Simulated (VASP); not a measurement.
# Nb in VASP: a series of runs

Runs on Nb. Level: PBE. Tasks: work function.

Program: VASP 6.6.1. These are calculated values, not measurements. Logs are shortened: lines on timing, memory, paths and dates and some standing lists are left out, and cuts for length are marked.

## (1) The structure

The cell holds a sheet with vacuum, 1 atom: a = 2.559 Å, b = 2.559 Å, c = 23.800 Å, α = 90.00°, β = 90.00°, γ = 90.00°.

The cell was built by a generator and needn't be a form met in nature.

## (2) Work function, PBE

Input file INCAR:

```
SYSTEM = Nb
PREC     = Accurate       ! precision mode
ENCUT    = 520            ! plane-wave cutoff, eV
EDIFF    = 1E-7           ! SCF threshold, eV
ISMEAR   = -1             ! smearing method
SIGMA    = 0.05           ! smearing width, eV
LREAL    = .False.        ! projectors in reciprocal space
LASPH    = .True.         ! aspherical terms in the spheres
NELM     = 80             ! most SCF steps
ALGO     = Normal         ! electronic algorithm
ISIF     = 2              ! what is computed and relaxed
LWAVE    = .False.        ! write WAVECAR
LCHARG   = .False.        ! write CHGCAR
LDIPOL   = .True.       
IDIPOL   = 3            
DIPOL    = 0.5 0.5 0.294
GGA      = PE             ! functional
EFIELD   = -0.3         
LVHAR    = .True.       
LVACPOTAV= .True.
```

Input file KPOINTS:

```
Automatic mesh
0
Gamma
  10 10 1
  0 0 0
```

Input file POSCAR:

```
Nb
1.0
    2.5586800000      0.0000000000      0.0000000000
    0.0000000000      2.5586100000      0.0000000000
    0.0000000000      0.0000000000     23.8000000000
Nb
1
Direct
    0.0000000000      0.5000000000      0.2941200000
```

Potentials or basis: VASP PAW PBE potentials, release 64 (Nb_sv).

Run with:

```sh
> cat potpaw_PBE.64/Nb_sv/POTCAR > POTCAR
> mpirun -np 1 vasp_std > vasp.out
```

OUTCAR:

```text
SYSTEM = Nb
   PREC = Accurate
   ENCUT = 520
   EDIFF = 1E-7
   ISMEAR = -1
   LREAL = .False.
   LASPH = .True.
   NELM = 80
   ISIF = 2
   GGA = PE

 ion  position               nearest neighbor table
   1  0.000  0.500  0.294-

  LATTYP: Found a simple orthorhombic cell.
 ALAT       =     2.5586100000
 B/A-ratio  =     1.0000273586
 C/A-ratio  =     9.3019256549

  Lattice vectors:

 A1 = (   0.0000000000,  -2.5586100000,   0.0000000000)
 A2 = (   2.5586800000,   0.0000000000,   0.0000000000)
 A3 = (   0.0000000000,   0.0000000000,  23.8000000000)

Analysis of symmetry for initial positions (statically):
=====================================================================
 Subroutine PRICEL returns:
 Original cell was already a primitive cell.

 Routine SETGRP: Setting up the symmetry group for a
 simple orthorhombic supercell.

 Subroutine GETGRP returns: Found  8 space group operations
 (whereof  4 operations were pure point group operations)
 out of a pool of  8 trial point group operations.

The static configuration has the point symmetry C_2v.
 The point group associated with its full space group is D_2h.

Analysis of symmetry for dynamics (positions and initial velocities):
=====================================================================
 An external electric field (EFIELD) may reduce the allowed symmetry operations
 Subroutine PRICEL returns:
 Original cell was already a primitive cell.

 Routine SETGRP: Setting up the symmetry group for a
 simple orthorhombic supercell.

 Subroutine GETGRP returns: Found  4 space group operations
 (whereof  4 operations were pure point group operations)
 out of a pool of  8 trial point group operations.

The dynamic configuration has the point symmetry C_2v.

 Subroutine INISYM returns: Found  4 space group operations
 (whereof  4 operations are pure point group operations),
 and found     1 'primitive' translations

----------------------------------------------------------------------------------------

                                     Primitive cell

  volume of cell :     155.8106

  direct lattice vectors                    reciprocal lattice vectors
     2.558680000  0.000000000  0.000000000     0.390826520  0.000000000  0.000000000
     0.000000000  2.558610000  0.000000000     0.000000000  0.390837212  0.000000000
     0.000000000  0.000000000 23.800000000     0.000000000  0.000000000  0.042016807

  length of vectors
[... 81 lines left out ...]
   LREAL  =      F    real-space projection
   EDIFFG = 0.1E-05   stopping-criterion for IOM
   NSW    =      0    number of steps for IOM
   IBRION =     -1    ionic relax: 0-MD 1-quasi-New 2-CG
   NFREE  =      0    steps in history (QN), initial steepest desc. (CG)
   ISIF   =      2    stress and relaxation
   ISYM   =      2    0-nonsym 1-usesym 2-fastsym
   POTIM  = 0.5000    time-step for ionic-motion
   TEBEG  =    0.0;   TEEND  =   0.0 temperature during run
   PSTRESS=    0.0 pullay stress
   NELECT =      13.0000    total number of electrons
   NUPDOWN=      -1.0000    fix difference up-down
   EMIN   =  10.00;   EMAX   =-10.00  energy-range for DOS
   EFERMI =   0.00;   METHOD = LEGACY
   ISMEAR =    -1;   SIGMA  =   0.05  broadening in eV -4-tet -1-fermi 0-gaus
   EFERMI_NEDOS =   21; number of points for ismear=-14 and -15
   IALGO  =     38    algorithm
   IMIX   =      4    mixing-type and parameters
     AMIX     =   0.40;   BMIX     =  1.00
     AMIX_MAG =   1.60;   BMIX_MAG =  1.00
  volume/ion in A,a.u.               =     155.81      1051.46
  Fermi-wavevector in a.u.,A,eV,Ry     =   0.715358  1.351831  6.962611  0.511737
  Thomas-Fermi vector in A             =   1.803498
   LORBIT       =      0    0 simple, 1 ext, 2 COOP (PROOUT), +10 PAW based schemes
   GGA     = PE    functional components
   LHFCALC =     F    Hartree Fock is set to
   AEXX    =    0.0000 exact exchange contribution
   IVDW    =     0    specifies the selected vdW correction
   LEPSILON=     F    determine dielectric tensor
   LRPA    =     F    only Hartree local field effects (RPA)
 non-spin polarized calculation
  energy-cutoff  :      520.00
  volume of cell :      155.81
 maximum number of plane-waves:      4245
 NGX is ok and might be reduce to    20
   NGX =  9   NGY =  9   NGZ = 89

 number of electron      12.9999999 magnetization

 dipolmoment           0.000000      0.000000     -0.046722 electrons x Angstroem

 Free energy of the ion-electron system (eV)
  ---------------------------------------------------
  ext. energy  EPLUGINS =         0.00000000
  ---------------------------------------------------
  free energy    TOTEN  =        -7.83049006 eV

  energy without entropy =       -7.81951580  energy(sigma->0) =       -7.82500293

 E-fermi :  -2.8849     XC(G=0):  -2.2433

 val. band max:       -2.9085958592   @ k =   0.0000   0.3000   0.0000
 cond. band min:      -2.8379034490   @ k =   0.3000   0.1000   0.0000
 fundamental gap:      0.0706924102
 Fermi energy:        -2.8848987778

 k-point     1 :       0.0000    0.0000    0.0000
  band No.  band energies     occupation
      1     -57.6779      2.00000
      2     -33.7340      2.00000
      3     -32.4881      2.00000
      4     -32.4879      2.00000
      5      -6.9715      2.00000
      6      -5.9498      2.00000
      7      -4.0100      2.00000
      8      -2.1582      0.00000
      9       0.3579      0.00000
     10       1.1764      0.00000
[... 287 lines left out ...]
 k-point    24 :       0.5000    0.3000    0.0000
  band No.  band energies     occupation
      1     -57.1191      2.00000
      2     -34.5299      2.00000
      3     -33.7151      2.00000
      4     -33.2614      2.00000
      5      -5.8337      2.00000
      6      -4.1434      2.00000
      7      -2.1997      0.00000
      8      -0.4770      0.00000
      9       0.7847      0.00000
     10       4.4757      0.00000

 [... further k-points ...]
[... 5 lines left out ...]
  --------------------------------------------------------------------------------------
  -------------------------------------------------------------------------------------
  Total       -0.1282931     -0.1275349     -0.0264590      0.0000000      0.0000000      0.0000000
  in kB       -1.3192189     -1.3114221     -0.2720737      0.0000000      0.0000000      0.0000000
  external PRESSURE =      -0.9675716 kB  Pullay stress =       0.0000000 kB

 VOLUME and BASIS-vectors are now :
 -----------------------------------------------------------------------------
  energy-cutoff  :      520.00
  volume of cell :      155.81
      direct lattice vectors                 reciprocal lattice vectors
     2.558680000  0.000000000  0.000000000     0.390826520  0.000000000  0.000000000
     0.000000000  2.558610000  0.000000000     0.000000000  0.390837212  0.000000000
     0.000000000  0.000000000 23.800000000     0.000000000  0.000000000  0.042016807

 POSITION                                       TOTAL-FORCE (eV/Angst)
 -----------------------------------------------------------------------------------
      0.00000      1.27930      7.00006         0.000000      0.000000      0.000158
 -----------------------------------------------------------------------------------
    total drift:                                0.000000      0.000000      0.000158

  FREE ENERGIE OF THE ION-ELECTRON SYSTEM (eV)
  ---------------------------------------------------
  free  energy   TOTEN  =        -7.8304900576 eV

  energy  without entropy=       -7.8195157978  energy(sigma->0) =       -7.82500293
```

stdout:

```text
POSCAR found type information on POSCAR Nb
 POSCAR found :  1 types and       1 ions
 scaLAPACK will be used
 LDA part: xc-table for (Slater+PW92), standard interpolation
 POSCAR, INCAR and KPOINTS ok, starting setup
 FFT: planning ... GRIDC
[... 27 lines left out ...]
|           W    W  A    A  R    R  N    N  II  N    N   GGGG   !!!           |
|                                                                             |
|     Did not find any points to average over, which means that no vacuum     |
|     field-free region was found. Please increase the size of  your cell     |
|     in the dimension of the dipole correction to obtain accurate            |
|     workfunction values.                                                    |
|                                                                             |
 -----------------------------------------------------------------------------
```

Run time: 37 s. Hardware: 1 thread of Intel Xeon 6975P-C (Granite Rapids), shared host; peak memory 0.26 GiB.

What came out:

* Free energy: -7.8305 eV
* Band gap on the k mesh: none (metal or under the smearing width)

## (3) Work function, PBE

INCAR, as its differences from that of step 2:

```diff
@@ -17,3 +17,3 @@
 GGA      = PE             ! functional
-EFIELD   = -0.3         
+EFIELD   = -0.1         
 LVHAR    = .True.
```

KPOINTS is that of step 2.

POSCAR is that of step 2.

Potentials or basis: VASP PAW PBE potentials, release 64 (Nb_sv).

Run with:

```sh
> cat potpaw_PBE.64/Nb_sv/POTCAR > POTCAR
> mpirun -np 1 vasp_std > vasp.out
```

OUTCAR:

```text
SYSTEM = Nb
   PREC = Accurate
   ENCUT = 520
   EDIFF = 1E-7
   ISMEAR = -1
   LREAL = .False.
   LASPH = .True.
   NELM = 80
   ISIF = 2
   GGA = PE

 ion  position               nearest neighbor table
   1  0.000  0.500  0.294-

  LATTYP: Found a simple orthorhombic cell.
 ALAT       =     2.5586100000
 B/A-ratio  =     1.0000273586
 C/A-ratio  =     9.3019256549

  Lattice vectors:

 A1 = (   0.0000000000,  -2.5586100000,   0.0000000000)
 A2 = (   2.5586800000,   0.0000000000,   0.0000000000)
 A3 = (   0.0000000000,   0.0000000000,  23.8000000000)
[... 490 lines left out ...]
      5      -5.8347      2.00000
      6      -4.1446      2.00000
      7      -2.2007      0.00000
      8      -0.4783      0.00000
      9       0.7836      0.00000
     10       4.4755      0.00000

 [... further k-points ...]
[... 5 lines left out ...]
  --------------------------------------------------------------------------------------
  -------------------------------------------------------------------------------------
  Total       -0.1355626     -0.1348006     -0.0152336      0.0000000      0.0000000      0.0000000
  in kB       -1.3939698     -1.3861346     -0.1566446      0.0000000      0.0000000      0.0000000
  external PRESSURE =      -0.9789163 kB  Pullay stress =       0.0000000 kB

 VOLUME and BASIS-vectors are now :
 -----------------------------------------------------------------------------
  energy-cutoff  :      520.00
  volume of cell :      155.81
      direct lattice vectors                 reciprocal lattice vectors
     2.558680000  0.000000000  0.000000000     0.390826520  0.000000000  0.000000000
     0.000000000  2.558610000  0.000000000     0.000000000  0.390837212  0.000000000
     0.000000000  0.000000000 23.800000000     0.000000000  0.000000000  0.042016807

 POSITION                                       TOTAL-FORCE (eV/Angst)
 -----------------------------------------------------------------------------------
      0.00000      1.27930      7.00006         0.000000      0.000000      0.000141
 -----------------------------------------------------------------------------------
    total drift:                                0.000000      0.000000      0.000141

  FREE ENERGIE OF THE ION-ELECTRON SYSTEM (eV)
  ---------------------------------------------------
  free  energy   TOTEN  =        -7.8242607860 eV

  energy  without entropy=       -7.8134143863  energy(sigma->0) =       -7.81883759

 vacuum level on the upper side and lower side of the slab         2.619         1.323
```

OSZICAR:

```text
N       E                     dE             d eps       ncg     rms          rms(c)
DAV:   1     0.606500703686E+02    0.60650E+02   -0.70163E+03  1160   0.928E+02
DAV:   2     0.318000505379E+00   -0.60332E+02   -0.57399E+02   974   0.264E+02
DAV:   3    -0.756870451761E+01   -0.78867E+01   -0.76417E+01  1184   0.616E+01
DAV:   4    -0.812449562496E+01   -0.55579E+00   -0.54586E+00  1032   0.169E+01
[... 14 lines left out ...]
DAV:  19    -0.782425903522E+01   -0.54725E-05   -0.40996E-07   840   0.188E-03    0.164E-04
DAV:  20    -0.782426042555E+01   -0.13903E-05   -0.80744E-08   646   0.904E-04    0.559E-05
DAV:  21    -0.782426067128E+01   -0.24573E-06   -0.71606E-09   510   0.388E-04    0.215E-05
DAV:  22    -0.782426077303E+01   -0.10175E-06   -0.66651E-09   480   0.277E-04    0.110E-05
DAV:  23    -0.782426078599E+01   -0.12956E-07   -0.18411E-09   434   0.222E-04
   1 F= -.78242608E+01 E0= -.78188376E+01  d E =-.108464E-01
```

Run time: 36 s. Hardware: 1 thread of Intel Xeon 6975P-C (Granite Rapids), shared host; peak memory 0.26 GiB.

Results:

```
Free energy                     : -7.8243 eV
Band gap on the k mesh          : none (metal or under the smearing width)
Work function of the upper face : 5.51 eV
Work function of the lower face : 4.21 eV
```
